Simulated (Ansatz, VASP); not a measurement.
# Ti3AlC2: VASP beside Ansatz, part 2 of 2

Aim: how closely do two programs agree when they are given the same cell, functional and k mesh? The cell is taken from a series of runs on this material, whose earlier steps may have relaxed, scaled, displaced or heated it; both programs get it as it stands.

VASP 6.6.1 and Ansatz 0.2.0.

So far: Set-up; Ansatz: single point, r2SCAN; VASP: single point, r2SCAN.

## (3) VASP: single point, r2SCAN (continued)

Level of this step: r2SCAN; plane waves and PAW (Ti_sv, Al, C) (VASP).

Numbers of over 12 decimals in the logs are rounded to 6 here.

OUTCAR, selected parts (step 3):

```text
ion  position               nearest neighbor table
   1  0.667  0.333  0.373-   9 2.07   9 2.07   9 2.07   8 2.90   8 2.90   8 2.90
   2  0.333  0.667  0.873-  10 2.07  10 2.07  10 2.07   7 2.90   7 2.90   7 2.90
   3  0.333  0.667  0.627-  12 2.07  12 2.07  12 2.07   7 2.90   7 2.90   7 2.90
   4  0.667  0.333  0.127-  11 2.07  11 2.07  11 2.07   8 2.90   8 2.90   8 2.90
   5  0.000  0.000  0.500-   9 2.19  12 2.19   9 2.19  12 2.19  12 2.19   9 2.19
   6  0.000  0.000  0.000-  10 2.19  11 2.19  11 2.19  10 2.19  10 2.19  11 2.19
   7  0.000  0.000  0.750-   2 2.90   3 2.90   2 2.90   3 2.90   2 2.90   3 2.90
   8  0.000  0.000  0.250-   1 2.90   4 2.90   1 2.90   4 2.90   1 2.90   4 2.90
   9  0.333  0.667  0.431-   1 2.07   1 2.07   1 2.07   5 2.19   5 2.19   5 2.19
  10  0.667  0.333  0.931-   2 2.07   2 2.07   2 2.07   6 2.19   6 2.19   6 2.19
  11  0.333  0.667  0.069-   4 2.07   4 2.07   4 2.07   6 2.19   6 2.19   6 2.19
  12  0.667  0.333  0.569-   3 2.07   3 2.07   3 2.07   5 2.19   5 2.19   5 2.19

  LATTYP: Found a hexagonal cell.
 ALAT       =     3.0691595862
 C/A-ratio  =     6.0706834145

 Subroutine GETGRP returns: Found 24 space group operations
 (whereof 12 operations were pure point group operations)

The static configuration has the point symmetry D_3d.
 The point group associated with its full space group is D_6h.

 Found     38 irreducible k-points:

   k-points           NKPTS =     38   k-points in BZ     NKDIM =     38   number of bands    NBANDS=     59

   dimension x,y,z NGX =    28 NGY =   28 NGZ =  160
   dimension x,y,z NGXF=    56 NGYF=   56 NGZF=  320

   ENCUT  =  660.0 eV  48.51 Ry    6.96 a.u.   6.43  6.43 39.03*2*pi/ulx,y,z

   NELECT =      94.0000    total number of electrons

 k-points in reciprocal lattice and weights: Automatic mesh
   0.00000000  0.00000000  0.00000000       0.003
   0.08333333 -0.00000000  0.00000000       0.021
   0.16666667  0.00000000  0.00000000       0.021
   0.25000000  0.00000000  0.00000000       0.021
   0.33333333  0.00000000  0.00000000       0.021
   0.41666667  0.00000000  0.00000000       0.021
   0.50000000  0.00000000  0.00000000       0.010
   0.08333333  0.08333333  0.00000000       0.021
   0.16666667  0.08333333  0.00000000       0.042
[...]
0.33333333  0.25000000  0.50000000       0.042
   0.33333333  0.33333333  0.50000000       0.007

 average (electrostatic) potential at core
       1 -76.6391       2 -76.6391       3 -76.6391       4 -76.6391       5 -76.7393
       6 -76.7393       7 -74.1236       8 -74.1236       9 -47.2036      10 -47.2036
      11 -47.2036      12 -47.2036

 E-fermi :   8.4959

 k-point     1 :       0.0000    0.0000    0.0000
  band No.  band energies     occupation
    ...
     40       6.8223      2.00000
     41       6.8223      2.00000
     42       6.8265      2.00000
     43       6.8265      2.00000
     44       7.2753      2.00000
     45       9.2026      0.00000
     46       9.3415      0.00000
     47       9.3439      0.00000
     48       9.3439      0.00000
     49       9.3531      0.00000
    ...

 k-point     2 :       0.0833   -0.0000    0.0000
  band No.  band energies     occupation
    ...
     40       6.5289      2.00000
     41       6.7911      2.00000
     42       6.7950      2.00000
     43       6.9002      2.00000
     44       7.2785      2.00000
     45       9.1098      0.00000
     46       9.1390      0.00000
     47       9.2052      0.00000
     48       9.4015      0.00000
     49       9.4368      0.00000
    ...

 k-point     3 :       0.1667    0.0000    0.0000
  band No.  band energies     occupation
    ...
     40       6.0592      2.00000
     41       6.7017      2.00000
     42       6.7053      2.00000
     43       6.9377      2.00000
     44       7.2922      2.00000
     45       8.5653      0.32620
     46       8.5977      0.15007
     47       9.0805      0.00000
     48       9.3808      0.00000
     49       9.5592      0.00000
    ...

  Total        0.5028488      0.5028488      0.4390153     -0.0000000     -0.0000000      0.0000000
  in kB        5.3005554      5.3005554      4.6276836     -0.0000000     -0.0000000      0.0000000
  external PRESSURE =       5.0762648 kB  Pullay stress =       0.0000000 kB

  energy-cutoff  :      660.00
  volume of cell :      151.99
      direct lattice vectors                 reciprocal lattice vectors
     3.069159586  0.000000000  0.000000000     0.325822093  0.188113473  0.000000000
    -1.534579793  2.657970170  0.000000000     0.000000000  0.376226946  0.000000000
     0.000000000  0.000000000 18.631896196     0.000000000  0.000000000  0.053671402

 POSITION                                       TOTAL-FORCE (eV/Angst)
 -----------------------------------------------------------------------------------
      1.53458      0.88599      6.94789        -0.000000      0.000000     -0.102659
     -0.00000      1.77198     16.26384         0.000000     -0.000000     -0.102659
     -0.00000      1.77198     11.68400         0.000000     -0.000000      0.102659
      1.53458      0.88599      2.36806        -0.000000      0.000000      0.102659
      0.00000      0.00000      9.31595         0.000000      0.000000     -0.000000
      0.00000      0.00000      0.00000         0.000000      0.000000     -0.000000
      0.00000      0.00000     13.97392         0.000000     -0.000000     -0.000000
      0.00000      0.00000      4.65797         0.000000      0.000000     -0.000000
     -0.00000      1.77198      8.02216         0.000000      0.000000      0.036005
      1.53458      0.88599     17.33811         0.000000     -0.000000      0.036005
     -0.00000      1.77198      1.29378         0.000000      0.000000     -0.036005
      1.53458      0.88599     10.60973         0.000000     -0.000000     -0.036005
 -----------------------------------------------------------------------------------
    total drift:                                0.000000     -0.000000     -0.000000

  FREE ENERGIE OF THE ION-ELECTRON SYSTEM (eV)
  ---------------------------------------------------
  free  energy   TOTEN  =      -141.6076341207 eV

  energy  without entropy=     -141.5890092664  energy(sigma->0) =     -141.59832169

 total charge
# of ion       s       p       d       tot
------------------------------------------
    1        2.205   6.218   1.922  10.344
    2        2.205   6.218   1.922  10.344
    3        2.205   6.218   1.922  10.344
    4        2.205   6.218   1.922  10.344
    5        2.193   6.247   1.902  10.342
    6        2.193   6.247   1.902  10.342
    7        0.429   0.375   0.000   0.803
    8        0.429   0.375   0.000   0.803
    9        0.908   1.550   0.000   2.458
   10        0.908   1.550   0.000   2.458
   11        0.908   1.550   0.000   2.458
   12        0.908   1.550   0.000   2.458
--------------------------------------------------
tot         17.694  44.315  11.489  73.498

[... 3 further parts left out ...]
```

The run ends at a pressure of 0.51 GPa, with forces up to 0.10 eV/Å.

## (4) Differences

Known differences besides the potentials themselves: VASP keeps PBE cores, Ansatz makes them for the functional; the cutoff is 500 eV in Ansatz and 660 eV in VASP; in our runs with r2SCAN, forces from VASP's data set Ti_sv part from Ansatz's all-electron ones, so neither program is the reference here. Total energies have different zeros and are not compared.

The two programs side by side:

| quantity | Ansatz | VASP | difference |
| --- | --- | --- | --- |
| pressure (GPa) | -0.01 | 0.51 | -0.52 |

Forces on 7 of the 12 atoms, those with the largest forces and the largest differences (eV/Å; atoms numbered as in POSCAR):

| atom | Ansatz x, y, z | VASP x, y, z |
| --- | --- | --- |
| Ti1 | 0.000, 0.000, -0.002 | 0.000, 0.000, -0.103 |
| Ti2 | 0.000, 0.000, -0.002 | 0.000, 0.000, -0.103 |
| Ti3 | 0.000, 0.000, 0.002 | 0.000, 0.000, 0.103 |
| Ti4 | 0.000, 0.000, 0.002 | 0.000, 0.000, 0.103 |
| C10 | 0.000, 0.000, 0.004 | 0.000, 0.000, 0.036 |
| C11 | 0.000, 0.000, -0.004 | 0.000, 0.000, -0.036 |
| C12 | 0.000, 0.000, -0.004 | 0.000, 0.000, -0.036 |

The forces differ by 35 meV/Å r.m.s., where the r.m.s. force is 0.002 eV/Å in Ansatz and 0.036 eV/Å in VASP: the atoms lie near their places of rest in Ansatz, so a percentage would say little (all taken over all components).

## (5) Results

```json
{"r.m.s. force difference (single point, r2SCAN)": "35 meV/Å", "difference in pressure (single point, r2SCAN)": "-0.52 GPa"}
```

The r.m.s. force difference is 35 meV/Å (single point, r2SCAN), beyond the 12 meV/Å picked in this series as the mark of a large difference. What causes the difference of the single point, r2SCAN pair stays open here. Such differences can come from data sets, numerical settings and the points named under the comparisons, not from the functional's error against experiment.

[Lines on the potential files, build, host, timing and source positions are cut from VASP's logs without a mark.]

[Logs are printed without paths, hosts, clocks, repeated set-up lines and the standing remarks that a program may print on its own settings, such as how far it seeks lower states.]

[Hosts, paths, dates, database ids (printed as entryN), source tags and the programs' standing remarks are cut or masked in the printed files.]
